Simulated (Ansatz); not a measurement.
The guess for Bi2Se3 was made by a generator: random cell by space group and Wyckoff sites (P-6m2, No. 187). Its size is a rough estimate.

```
CELL_PARAMETERS angstrom
5.35319 0.00000 0.00000
-2.67659 4.63600 0.00000
0.00000 0.00000 6.34714
ATOMIC_POSITIONS crystal
Bi 0.00000 0.00000 0.28884
Bi 0.00000 0.00000 0.71116
Se 0.33333 0.66667 0.00000
Se 0.66667 0.33333 0.31949
Se 0.66667 0.33333 0.68051
```

Method: Ansatz 0.2.0, DFT PBE, scalar-relativistic, plane waves, PAW. Cutoff 420 eV, Gaussian smearing, Γ-centred meshes. Cell and atoms relax first on a coarse mesh and then on a converged one. In between, the cell is made exact in the group found at 0.06 Å. The steps can't lower the symmetry of their start. No spin polarisation.

A guess keeps its type if space group and coordination stay and the shape of the cell changes little (axis ratios within about 15 %, angles within 6°); the volume may change.

Task: Does it keep its structure type, or change into something else?

Result: It doesn't keep its type. The symmetry stays P-6m2 (No. 187). The volume per atom grows by 9.0 %, from 31.5 to 34.3 Å³. The shortest distance goes from 2.29 Å (Se–Se) to 2.87 Å (Bi–Se). The ratio c/a of the conventional cell changes by a factor of 2.30. Counting neighbours within 15 % of an atom's shortest distance, the start has Bi 1, Se 1/12 and the end Bi 6, Se 3/6. In detail, at the end Bi is surrounded by 3 Se at 2.87 Å and 3 Se at 3.13 Å; around Se on a site of symmetry -6m2 lie 6 Bi at 3.13 Å; around Se on a site of symmetry 3m lie 3 Bi at 2.87 Å.

```xyz
5
Lattice="4.1736 0.0000 0.0000 -2.0868 3.6144 0.0000 0.0000 0.0000 11.3788" Properties=species:S:1:pos:R:3 pbc="T T T"
Bi    0.0000    0.0000    1.9954
Bi    0.0000    0.0000    9.3834
Se    0.0000    2.4096    0.0000
Se    2.0868    1.2048    3.5625
Se    2.0868    1.2048    7.8162
```

The last run used a 12×12×4 mesh (in the run's order of axes) for its 5-atom cell and Gaussian smearing of 0.02 eV. Weakly bound directions are ill-defined at this level, which has no dispersion term. These runs have no spin–orbit coupling, which can matter for Bi. A structure relaxed within its symmetry needn't be a true minimum. Another cell of Bi2Se3 relaxed alike, in R-3m (a cell as deposited in COD), lies 15 meV/atom lower, so this cell isn't the stable form at this level.

In counts of neighbours, a slash parts the counts of unlike sites.
